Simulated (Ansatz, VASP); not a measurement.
## Two plane-wave programs on Al

File INCAR:

```
  PREC = Accurate
  ENCUT = 600
  EDIFF = 1E-6
  ISMEAR = -1
  SIGMA = 0.05
  LREAL = F
  LASPH = T
  NELM = 100
  ALGO = Normal
  ISIF = 3
  LWAVE = F
  LCHARG = F
  GGA = CA
  IBRION = 2
  NSW = 60
  EDIFFG = -0.005
```

File KPOINTS:

```
Automatic mesh
0
Gamma
  18 18 18
```

POSCAR

```
Al
1.0
    0.0000000000      2.0251003354      2.0251003354
    2.0251003354      0.0000000000      2.0251003354
    2.0251003354      2.0251003354      0.0000000000
Al
1
Direct
    0.0000000000      0.0000000000      0.0000000000
```

Input for Ansatz:

```yaml
crystal:
  lattice:
    - [0.0, 2.0251003354, 2.0251003354]
    - [2.0251003354, 0.0, 2.0251003354]
    - [2.0251003354, 2.0251003354, 0.0]
  atoms:
    - { symbol: Al, position: [0.0, 0.0, 0.0] }
kpoints:
  mp_grid: { grid: [18, 18, 18] }
scf:
  occupations: { method: fermi_dirac, width: 0.05 }
hamiltonian:
  xc: lda
  pseudopotentials: { kind: paw }
output:
  forces: true
  stress: true
relax:
  f_tol: 0.005
  max_steps: 40
  cell: {}
```

Alike in both runs: task relaxation of cell and atoms; functional LDA; k mesh 18 × 18 × 18; occupations fermi-dirac, width 0.05 eV; no spin polarisation.

|  | VASP | Ansatz |
| --- | --- | --- |
| version | VASP 6.6.1 | Ansatz 0.2.0 |
| potentials or method | VASP PAW LDA potentials, release 64 (Al) | PAW with Ansatz's default frozen-core files, scalar-relativistic |
| plane-wave cutoff (eV) | 600 | 420 |
| valence electrons in the cell | 3 | 3 |

VASP gave:

* relaxed volume (Å³/atom): 15.82
* relaxed cell length with the largest relative difference (Å): 2.818
* energy change over the relaxation (meV/atom): -9

Q: Which values does Ansatz return?

A: Relaxed volume (Å³/atom): 15.80; relaxed cell length with the largest relative difference (Å): 2.817; energy change over the relaxation (meV/atom): -10.
